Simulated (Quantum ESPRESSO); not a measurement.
The system is AlN.

```xyz
2
Lattice="0.0000 2.1840 2.1840 2.1840 0.0000 2.1840 2.1840 2.1840 0.0000" Properties=species:S:1:pos:R:3 pbc="T T T"
Al    0.0000    0.0000    0.0000
N     1.0920    1.0920    1.0920
```

Measurements of this composition are mostly on another form, of space group No. 186.

| Property | Result |
| --- | --- |
| Program | Quantum ESPRESSO 7.5 |
| Task | phonons |
| Functional | PBE |
| Dispersion | D3(BJ) |
| Potentials or basis | PseudoDojo 0.4.1 SR PBE standard |
| Cutoff | 1143 eV |
| Density cutoff | 4572 eV |
| k mesh | 6 × 6 × 6, shifted |
| Occupations | fermi-dirac, width 0.05 eV |
| Spin | no spin polarisation |
| Mixing beta | 0.5 |
| Most SCF iterations | 120 |
| SCF threshold | 4e-10 Ry |

The cell and the atoms were relaxed first, to 10.43 Å³/atom (a = 3.090 Å, b = 3.090 Å, c = 3.090 Å, α = 60.00°, β = 60.00°, γ = 60.00°), and the response was taken there.

The first run showed a gap, so the response started from a second, tighter run with fixed occupations.

Q: What is the highest optical frequency at the zone centre, leaving out the macroscopic field of polar modes?

A: 662 cm⁻¹, a mode of symmetry T2 (IR and Raman). With the field the highest mode lies at 893 cm⁻¹.

Optical modes at Γ, degenerate ones joined, polar ones without the macroscopic field:
```
cm⁻¹  components  symmetry     active in  IR intensity, summed ((D/Å)²/amu)
 662           3        T2  IR and Raman                              47.80
```

Zone-centre frequencies without and with the macroscopic field along z (cm⁻¹):
```csv
,optical modes in rising order
without,662 662 662
with the field,662 662 893
```

Born effective charge tensors (e):
atom 1, Al
```
2.52 0.00 0.00
0.00 2.52 0.00
0.00 0.00 2.52
```
atom 2, N
```
-2.52  0.00  0.00
 0.00 -2.52  0.00
 0.00  0.00 -2.52
```
